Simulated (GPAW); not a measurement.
# InP (F-43m) in GPAW: settings compared

Aim: see how the results for InP move with the level of theory and the settings. Levels: TPSS, TASK, BEEF-vdW, revPBE+D3(BJ). Tasks: band structure, equation of state.

Everything below comes from runs of GPAW 26.7.0. Logs are shortened: lines on timing, memory, paths and dates and some standing lists are left out, and cuts for length are marked. The log counts tension as positive stress, the text compression.

**What was measured.**

From a printed reference work, data compilation, for a bulk crystal of InP: band gap 1.4236 eV (direct) at 1.6 K; bulk modulus 71 GPa.

The runs below are set against these values where they give the same quantity.

## Step 1: The structure

The structure is cubic, space group F-43m (No. 216). The conventional cell has a = 5.861 Å, b = 5.861 Å, c = 5.861 Å, α = 90.00°, β = 90.00°, γ = 90.00°. Around In (site symmetry -43m) lie 4 P at 2.54 Å. P (site symmetry -43m) has 4 In at 2.54 Å as nearest neighbours.

## Step 2: Band structure, TPSS, spin-orbit coupling, no magnetisation

The input, run.py:

```python
import numpy as np
from ase.dft.bandgap import bandgap
from ase.io import read, write
from ase.units import GPa
from gpaw import GPAW, PW
from gpaw.spinorbit import soc_eigenstates

atoms = read('InP.xyz')

calc = GPAW(mode=PW(600),
            xc='MGGA_X_TPSS+MGGA_C_TPSS',
            kpts={'size': (6, 6, 6), 'gamma': True},
            occupations={'name': 'fermi-dirac', 'width': 0.05},
            nbands=18,
            convergence={'density': 1e-05, 'energy': 1e-05},
            eigensolver='davidson',
            maxiter=150,
            txt='gpaw.txt')
atoms.calc = calc
energy = atoms.get_potential_energy()
forces = atoms.get_forces()
stress = atoms.get_stress()
calc.write('gs.gpw')
write('result.traj', atoms)
print(f'Energy: {energy:.6f} eV')
print('Forces (eV/A):')
print(forces.round(4))
print('Stress (GPa):', (stress / GPa).round(3))
print('Fermi level:', round(calc.get_fermi_level(), 4), 'eV')
print(f'Gap: {bandgap(calc)[0]:.4f} eV, direct: {bandgap(calc, direct=True)[0]:.4f} eV')

path = atoms.cell.bandpath('GXWKGLUWLK,UX', npoints=80, eps=1e-4)
bs_calc = calc.fixed_density(kpts=path, symmetry='off', nbands=30,
                             convergence={'bands': 'CBM+6.0', 'eigenstates': 1e-6}, txt='bands.txt')
bs = bs_calc.band_structure()
bs.write('bs.json')
print(f'Gap on the path: {bandgap(bs_calc)[0]:.4f} eV')

soc = soc_eigenstates(bs_calc, theta=0, phi=0, ignore_xc_potential=True)
np.savetxt('soc_bands.dat', soc.eigenvalues(), fmt='%.4f')
mesh = soc_eigenstates('gs.gpw', theta=0, phi=0, ignore_xc_potential=True)
np.savetxt('soc_mesh.dat', mesh.eigenvalues(), fmt='%.4f')
print('Fermi level with spin-orbit coupling:', round(mesh.fermi_level, 4), 'eV')
```

The input, InP.xyz:

```xyz
2
Lattice="0.0000000000 2.9305000000 2.9305000000 2.9305000000 0.0000000000 2.9305000000 2.9305000000 2.9305000000 0.0000000000" Properties=species:S:1:pos:R:3 pbc="T T T"
In     0.0000000000      0.0000000000      0.0000000000
P      4.3957500000      4.3957500000      4.3957500000
```

Potentials or basis: GPAW PAW data sets (gpaw-data 1.2.1), pw.

Command:

```sh
$ OMP_NUM_THREADS=1 python run.py
```

gpaw.txt:

```text
__  _  _
 | _ |_)|_||  |
 |__||  | ||/\| - 26.7.0

Input parameters:
  mode=PW(ecut=600.0),
  convergence={'density': 1e-05, 'energy': 1e-05},
  eigensolver=Davidson(niter=2),
  kpts=MonkhorstPack(size=(6, 6, 6), gamma=True),
  maxiter=150,
  nbands=18,
  occupations=Occupations(name='fermi-dirac', width=0.05),
  xc=XC(name='MGGA_X_TPSS+MGGA_C_TPSS')

Diagonalizing LCAO Hamiltonian
Converting LCAO to pw mode

                     P

       In

Atoms  # Å, Bohr magnetons
|   | symbol |        x |        y |        z |    initial magnetic moments |
|---|--------|----------|----------|----------|-----------------------------|
| 0 |     In | 0.000000 | 0.000000 | 0.000000 | ( 0.0000,  0.0000,  0.0000) |
| 1 |      P | 4.395750 | 4.395750 | 4.395750 | ( 0.0000,  0.0000,  0.0000) |

Unit cell  # Å
| periodic |        x |        y |        z |  lengths |    angles |
|----------|----------|----------|----------|----------|-----------|
|      yes | 0.000000 | 2.930500 | 2.930500 | 4.144353 | 60.000000 |
|      yes | 2.930500 | 0.000000 | 2.930500 | 4.144353 | 60.000000 |
|      yes | 2.930500 | 2.930500 | 0.000000 | 4.144353 | 60.000000 |

Number of symmetries: 24
Symmetry operations  # r_c * U_cc + t_c -> r_c
|    | kind |            matrix            |
|----|------|------------------------------|
|  0 |  E   |  1, 0, 0,  0, 1, 0,  0, 0, 1 |
|  1 |  σ   |  1, 0, 0,  0, 0, 1,  0, 1, 0 |
|  2 |  σ   |  1, 0,-1,  0, 1,-1,  0, 0,-1 |
|  3 |  C3  |  1, 0,-1,  0, 0,-1,  0, 1,-1 |
|  4 |  C3  |  1,-1, 0,  0,-1, 1,  0,-1, 0 |
|  5 |  σ   |  1,-1, 0,  0,-1, 0,  0,-1, 1 |
|  6 |  σ   |  0, 1, 0,  1, 0, 0,  0, 0, 1 |
|  7 |  C3  |  0, 1, 0,  0, 0, 1,  1, 0, 0 |
|  8 |  C2  |  0, 1,-1,  1, 0,-1,  0, 0,-1 |
|  9 |  S4  |  0, 1,-1,  0, 0,-1,  1, 0,-1 |
| 10 |  C3  |  0, 0, 1,  1, 0, 0,  0, 1, 0 |
| 11 |  σ   |  0, 0, 1,  0, 1, 0,  1, 0, 0 |
| 12 |  S4  |  0, 0,-1,  1, 0,-1,  0, 1,-1 |
| 13 |  C3  |  0, 0,-1,  0, 1,-1,  1, 0,-1 |
| 14 |  S4  |  0,-1, 1,  1,-1, 0,  0,-1, 0 |
| 15 |  C2  |  0,-1, 1,  0,-1, 0,  1,-1, 0 |
| 16 |  C3  |  0,-1, 0,  1,-1, 0,  0,-1, 1 |
| 17 |  S4  |  0,-1, 0,  0,-1, 1,  1,-1, 0 |
| 18 |  S4  | -1, 1, 0, -1, 0, 1, -1, 0, 0 |
| 19 |  C3  | -1, 1, 0, -1, 0, 0, -1, 0, 1 |
| 20 |  C3  | -1, 0, 1, -1, 1, 0, -1, 0, 0 |
| 21 |  S4  | -1, 0, 1, -1, 0, 0, -1, 1, 0 |
| 22 |  σ   | -1, 0, 0, -1, 1, 0, -1, 0, 1 |
| 23 |  C2  | -1, 0, 0, -1, 0, 1, -1, 1, 0 |

BZ-sampling:
  Number of BZ points: 216
  Number of IBZ points: 16

  Monkhorst-Pack size: [6, 6, 6]
  Monkhorst-Pack shift: [0.08333333333333333, 0.08333333333333333, 0.08333333333333333]

K-points  # in reciprocal-cell coordinates
|     |                                coordinates |     weight |
|-----|--------------------------------------------|------------|
|   0 | (  0.00000000,   0.00000000,   0.00000000) | 0.00462963 |
|   1 | (  0.16666667,   0.16666667,   0.00000000) | 0.02777778 |
|   2 | (  0.16666667,   0.16666667,   0.16666667) | 0.03703704 |
|   3 | (  0.33333333,   0.16666667,   0.16666667) | 0.05555556 |
|   4 | (  0.33333333,   0.33333333,  -0.33333333) | 0.05555556 |
|   5 | (  0.33333333,   0.33333333,   0.00000000) | 0.02777778 |
|   6 | (  0.33333333,   0.33333333,   0.16666667) | 0.11111111 |
|   7 | (  0.33333333,   0.33333333,   0.33333333) | 0.03703704 |
|   8 | (  0.50000000,   0.33333333,  -0.33333333) | 0.11111111 |
|   9 | (  0.50000000,   0.33333333,  -0.16666667) | 0.05555556 |
| ... |                                            |            |
|  15 | (  0.50000000,   0.50000000,   0.50000000) | 0.01851852 |

Plane wave coefficients: 1694
Cutoff: 600.0 eV

Spin-components: 1 (collinear spins)
Bands:           18
Projectors:      11
Spin-degeneracy: 2
Datatype:        complex128

Parallelization:
  kpt:    1
  domain: 1
  band:   1

Density:
  Valence electrons: 18.0
  Components: 1
  Grid points: [24 24 24]
  Charge: 0.0  # |e|

Potential:
  Grid points: [24 24 24]

species:
  In:
    name:    Indium
    Z:       49.0
    valence: 13
    core:    36
    charge:  0.0  # [|e|]
    compensation charges:
      type: gauss
      rc: 0.36  # [Å]
      lmax: 2
    cutoffs:
      filter: 2.09  # [Å]
      core: 2.48  # [Å]
    projectors
    | kind |    occ | energy [eV] | rcut [Å] |
    |------|--------|-------------|----------|
    |   5s |  2.000 |      -8.203 |    1.185 |
    |   5p |  1.000 |      -2.521 |    1.244 |
    |   4d | 10.000 |     -18.629 |    1.148 |
    |    s |        |      19.008 |    1.185 |
    |    p |        |      24.691 |    1.244 |
    |    d |        |       8.583 |    1.148 |

    Using partial waves for In as LCAO basis

  P:
    name:    Phosphorus
    Z:       15.0
    valence: 5
    core:    10
    charge:  0.0  # [|e|]
    compensation charges:
      type: gauss
      rc: 0.30  # [Å]
      lmax: 2
    cutoffs:
      filter: 1.69  # [Å]
      core: 1.81  # [Å]
    projectors
    | kind |    occ | energy [eV] | rcut [Å] |
    |------|--------|-------------|----------|
    |   3s |  2.000 |     -13.968 |    0.953 |
    |   3p |  3.000 |      -5.506 |    0.953 |
    |    s |        |      13.244 |    0.953 |
    |    p |        |      21.705 |    0.953 |
    |    d |        |       0.000 |    0.953 |

    Using partial waves for P as LCAO basis

Reference energy: -169278.333319  # eV

eigensolver:
  Davidson
  Converge bands: occupied
  niter=2

density mixing:
  MSR1-Mixer
  Pratt-step length: 0.05
  Maximum mixing coefficient: 0.75
  Old densities: 10
  SVD Regularization: 0.005
  Good broyden scale: 1.0
  Trust region scale: 1.0
  Backstep threshold: 4.0
  History deletion threshold: 6.0
  Fourier metric: weight=20.0, sigma=0.015

occupation numbers:
  Fermi-Dirac:
    width: 0.0500  # eV

poisson solver:
  ecut: 4800.0  # eV

xc functional:
  name: MGGA_X_TPSS+MGGA_C_TPSS with 2 nearest neighbor stencil

convergence criteria:
- Maximum integral of absolute [dens]ity change: 1e-05 electrons / valence electron
- Maximum [total energy] change in last 3 cyles: 1e-05 eV / valence electron
- Maximum integral of absolute [eigenst]ate change: 4e-08 eV^2 / valence electron
maximum number of iterations: 150

SCF iterations
|iter     | |      energy | eigst |  dens |
|---------|-|-------------|-------|-------|
|iter:   1| |   46.989916 | +2.40 |       |
|iter:   2| |  -19.063158 | +0.50 | -0.81 |
|iter:   3| |  -19.518689 | -1.04 | -1.09 |
|iter:   4| |  -19.160854 | -2.04 | -1.10 |
|iter:   5| |  -19.126217 | -1.96 | -1.34 |
|iter:   6| |  -19.164575 | -2.78 | -1.57 |
|iter:   7| |  -19.146501 | -3.13 | -1.64 |
|iter:   8| |  -19.138002 | -3.58 | -1.89 |
|iter:   9| |  -19.137242 | -4.65 | -1.99 |
|iter:  10| |  -19.136035 | -5.11 | -2.04 |
|iter:  11| |  -19.134592 | -5.15 | -2.09 |
|iter:  12| |  -19.130048 | -3.71 | -2.15 |
|iter:  13| |  -19.130177 | -4.78 | -2.72 |
|iter:  14| |  -19.130214c| -5.66 | -3.42 |
|iter:  15| |  -19.130219c| -6.39 | -3.95 |
|iter:  16| |  -19.130219c| -7.36 | -4.51 |
|iter:  17| |  -19.130219c| -8.46c| -5.32c|

Converged in 17 steps
Energy contributions relative to reference atoms: (reference = -169278.333319)

Energy contributions:
  Kinetic:          21.581169
  Coulomb:         -19.836748
  Zero:              0.290914
  External:          0.000000
  Xc:              -21.165552
  Entropy:          -0.000003
  Spinorbit:         0.000000
  ----------------------------
  Free energy:     -19.130221
  Extrapolated:    -19.130219

dipole moment: (-16.921865, -16.921865, -16.921865)  # |e|*Ang

Fermi level: 5.336
Eigenvalues  # (at kpt = [0.000, 0.000, 0.000])
| band index |      eig [eV] | occ [0-2] |
|------------|---------------|-----------|
|          0 |        -9.275 |     2.000 |
|          1 |        -9.275 |     2.000 |
|          2 |        -9.275 |     2.000 |
|          3 |        -9.132 |     2.000 |
|          4 |        -9.132 |     2.000 |
|          5 |        -6.827 |     2.000 |
[... 10 lines left out ...]
|         16 |        16.281 |     0.000 |
|         17 |        16.281 |     0.000 |

Gap: 0.848 eV
Transition (v -> c):
  (s=0, k=0, n=8, [0.00, 0.00, 0.00]) -> (s=0, k=0, n=9, [0.00, 0.00, 0.00])
No difference between direct/indirect transitions

Forces  # eV/Ang
|        x |        y |       z |
|----------|----------|---------|
| -0.00000 | -0.00000 | 0.00000 |  # In   0
|  0.00000 |  0.00000 | 0.00000 |  # P    1

Stress tensor  # eV/Ang^3
|         x |         y |         z |
|-----------|-----------|-----------|
| -0.016135 |  0.000000 | -0.000000 |
|  0.000000 | -0.016135 |  0.000000 |
| -0.000000 |  0.000000 | -0.016135 |

# Writing to gs.gpw (mode='')
```

stdout:

```text
Energy: -19.130219 eV
Forces (eV/A):
[[-0. -0.  0.]
 [ 0.  0.  0.]]
Stress (GPa): [-2.585 -2.585 -2.585  0.    -0.     0.   ]
Fermi level: 5.3364 eV
Gap: 0.8482 eV, direct: 0.8482 eV
Gap on the path: 0.8482 eV
Fermi level with spin-orbit coupling: 5.3435 eV
```

Run time: 2.2 min. Hardware: 1 thread of Arm Neoverse V2, shared host; peak memory 0.4 GiB.

What came out:

```yaml
Free_energy: -19.1302 eV
Pressure: 2.6 GPa
Band_gap_on_the_k_mesh: 0.82 eV, direct
Band_gap_along_the_path: 0.82 eV, direct
```

Levels at the corners of the path, in eV from the valence-band top:
```csv
point,band 16,band 17,band 18,band 19,band 20,band 21
Γ,0.00,0.00,0.00,0.82,0.82,3.85
X,-2.45,-2.35,-2.35,1.76,1.76,2.35
W,-3.04,-2.98,-2.93,4.31,4.31,4.50
K,-3.35,-2.01,-2.00,2.40,2.41,4.46
Γ,0.00,0.00,0.00,0.82,0.82,3.85
L,-1.08,-0.97,-0.97,1.60,1.60,4.81
U,-3.35,-2.01,-2.00,2.40,2.41,4.46
W,-3.04,-2.98,-2.93,4.31,4.31,4.50
L,-1.08,-0.97,-0.97,1.60,1.60,4.81
K,-3.35,-2.01,-2.00,2.40,2.41,4.46
U,-3.35,-2.01,-2.00,2.40,2.41,4.46
X,-2.45,-2.35,-2.35,1.76,1.76,2.35
```

Caveat: spin-orbit coupling was added after a scalar SCF, so levels and gaps hold it while energy, forces, pressure and moments don't; this program's spin-orbit splittings come out too wide for heavy elements; the PAW data sets were made with another functional, which shifts forces and pressure a little.

## Step 3: Band structure, TASK, spin-orbit coupling, no magnetisation

Changes to run.py since step 2:

```diff
@@ -2,3 +2,4 @@
 from ase.dft.bandgap import bandgap
-from ase.io import read, write
+from ase.io import write
+from ase.spacegroup import crystal
 from ase.units import GPa
@@ -7,6 +8,13 @@
 
-atoms = read('InP.xyz')
+# In 4a
+# P 4c
+atoms = crystal(['In', 'P'],
+                basis=[[0.0, 0.0, 0.0],
+                       [0.25, 0.25, 0.25]],
+                spacegroup=216, setting=1,  # F-43m
+                cellpar=[5.861, 5.861, 5.861, 90.0, 90.0, 90.0],
+                primitive_cell=True)
 
 calc = GPAW(mode=PW(600),
-            xc='MGGA_X_TPSS+MGGA_C_TPSS',
+            xc='MGGA_X_TASK+LDA_C_PW',
             kpts={'size': (6, 6, 6), 'gamma': True},
@@ -15,3 +23,2 @@
             convergence={'density': 1e-05, 'energy': 1e-05},
-            eigensolver='davidson',
             maxiter=150,
@@ -38,5 +45,5 @@
 
-soc = soc_eigenstates(bs_calc, theta=0, phi=0, ignore_xc_potential=True)
+soc = soc_eigenstates(bs_calc, theta=90, phi=0, ignore_xc_potential=True)
 np.savetxt('soc_bands.dat', soc.eigenvalues(), fmt='%.4f')
-mesh = soc_eigenstates('gs.gpw', theta=0, phi=0, ignore_xc_potential=True)
+mesh = soc_eigenstates('gs.gpw', theta=90, phi=0, ignore_xc_potential=True)
 np.savetxt('soc_mesh.dat', mesh.eigenvalues(), fmt='%.4f')
```

Potentials or basis: GPAW PAW data sets (gpaw-data 1.2.1), pw.

Command:

```sh
$ OMP_NUM_THREADS=1 python run.py
```

gpaw.txt:

```text
__  _  _
 | _ |_)|_||  |
 |__||  | ||/\| - 26.7.0

Input parameters:
  mode=PW(ecut=600.0),
  convergence={'density': 1e-05, 'energy': 1e-05},
  kpts=MonkhorstPack(size=(6, 6, 6), gamma=True),
  maxiter=150,
  nbands=18,
  occupations=Occupations(name='fermi-dirac', width=0.05),
  xc=XC(name='MGGA_X_TASK+LDA_C_PW')

Diagonalizing LCAO Hamiltonian
Converting LCAO to pw mode

           P

       In

Atoms  # Å, Bohr magnetons
|   | symbol |        x |        y |        z |    initial magnetic moments |
|---|--------|----------|----------|----------|-----------------------------|
| 0 |     In | 0.000000 | 0.000000 | 0.000000 | ( 0.0000,  0.0000,  0.0000) |
| 1 |      P | 1.465250 | 1.465250 | 1.465250 | ( 0.0000,  0.0000,  0.0000) |

Unit cell  # Å
| periodic |        x |        y |        z |  lengths |    angles |
|----------|----------|----------|----------|----------|-----------|
|      yes | 0.000000 | 2.930500 | 2.930500 | 4.144353 | 60.000000 |
|      yes | 2.930500 | 0.000000 | 2.930500 | 4.144353 | 60.000000 |
[... 178 lines left out ...]
Converged in 12 steps
Energy contributions relative to reference atoms: (reference = -169278.333319)

Energy contributions:
  Kinetic:          37.214870
  Coulomb:         -33.932955
  Zero:              0.395644
  External:          0.000000
  Xc:               11.796539
  Entropy:          -0.000000
  Spinorbit:         0.000000
  ----------------------------
  Free energy:      15.474098
  Extrapolated:     15.474098

dipole moment: (-22.308788, -22.308788, -22.308788)  # |e|*Ang

Fermi level: 5.739
Eigenvalues  # (at kpt = [0.000, 0.000, 0.000])
| band index |      eig [eV] | occ [0-2] |
|------------|---------------|-----------|
|          0 |       -10.269 |     2.000 |
|          1 |       -10.269 |     2.000 |
|          2 |       -10.269 |     2.000 |
|          3 |       -10.061 |     2.000 |
|          4 |       -10.061 |     2.000 |
|          5 |        -7.879 |     2.000 |
[... 10 lines left out ...]
|         16 |        18.246 |     0.000 |
|         17 |        18.246 |     0.000 |

Gap: 1.895 eV
Transition (v -> c):
  (s=0, k=0, n=8, [0.00, 0.00, 0.00]) -> (s=0, k=0, n=9, [0.00, 0.00, 0.00])
No difference between direct/indirect transitions

Forces  # eV/Ang
|        x |       y |        z |
|----------|---------|----------|
|  0.00000 | 0.00000 | -0.00000 |  # In   0
| -0.00000 | 0.00000 | -0.00000 |  # P    1

Stress tensor  # eV/Ang^3
|         x |         y |         z |
|-----------|-----------|-----------|
| -0.035002 |  0.000000 |  0.000000 |
|  0.000000 | -0.035002 |  0.000000 |
|  0.000000 |  0.000000 | -0.035002 |

# Writing to gs.gpw (mode='')
```

Wall time 2 min (1 thread of Arm Neoverse V2, shared host); peak memory 0.4 GiB.

Results:

```yaml
Free_energy: 15.4741 eV
Pressure: 5.6 GPa
Band_gap_on_the_k_mesh: 1.87 eV, direct
Band_gap_along_the_path: 1.87 eV, direct
```

Levels at the corners of the path, in eV from the valence-band top:
| point | band 14 | band 15 | band 16 | band 17 | band 18 | band 19 | band 20 | band 21 | band 22 | band 23 |
| --- | --- | --- | --- | --- | --- | --- | --- | --- | --- | --- |
| Γ | -0.09 | 0.00 | 0.00 | 0.00 | 0.00 | 1.87 | 1.87 | 4.51 | 4.51 | 5.02 |
| X | -6.22 | -2.66 | -2.66 | -2.56 | -2.56 | 2.72 | 2.72 | 3.02 | 3.02 | 11.03 |
| W | -6.06 | -3.30 | -3.23 | -3.16 | -3.10 | 5.12 | 5.15 | 5.34 | 5.35 | 6.69 |
| K | -6.06 | -3.64 | -3.54 | -2.19 | -2.18 | 3.23 | 3.25 | 5.31 | 5.33 | 8.65 |
| Γ | -0.09 | 0.00 | 0.00 | 0.00 | 0.00 | 1.87 | 1.87 | 4.51 | 4.51 | 5.02 |
| L | -6.20 | -1.17 | -1.17 | -1.06 | -1.06 | 2.38 | 2.38 | 5.58 | 5.58 | 5.77 |
| U | -6.06 | -3.64 | -3.54 | -2.19 | -2.18 | 3.23 | 3.25 | 5.31 | 5.33 | 8.65 |
| W | -6.06 | -3.30 | -3.23 | -3.16 | -3.10 | 5.12 | 5.15 | 5.34 | 5.35 | 6.69 |
| L | -6.20 | -1.17 | -1.17 | -1.06 | -1.06 | 2.38 | 2.38 | 5.58 | 5.58 | 5.77 |
| K | -6.06 | -3.64 | -3.54 | -2.19 | -2.18 | 3.23 | 3.25 | 5.31 | 5.33 | 8.65 |
| U | -6.06 | -3.64 | -3.54 | -2.19 | -2.18 | 3.23 | 3.25 | 5.31 | 5.33 | 8.65 |
| X | -6.22 | -2.66 | -2.66 | -2.56 | -2.56 | 2.72 | 2.72 | 3.02 | 3.02 | 11.03 |

Caveat: spin-orbit coupling was added after a scalar SCF, so levels and gaps hold it while energy, forces, pressure and moments don't; this program's spin-orbit splittings come out too wide for heavy elements; the PAW data sets were made with another functional, which shifts forces and pressure a little.

(Continued in part 2 of 2.)
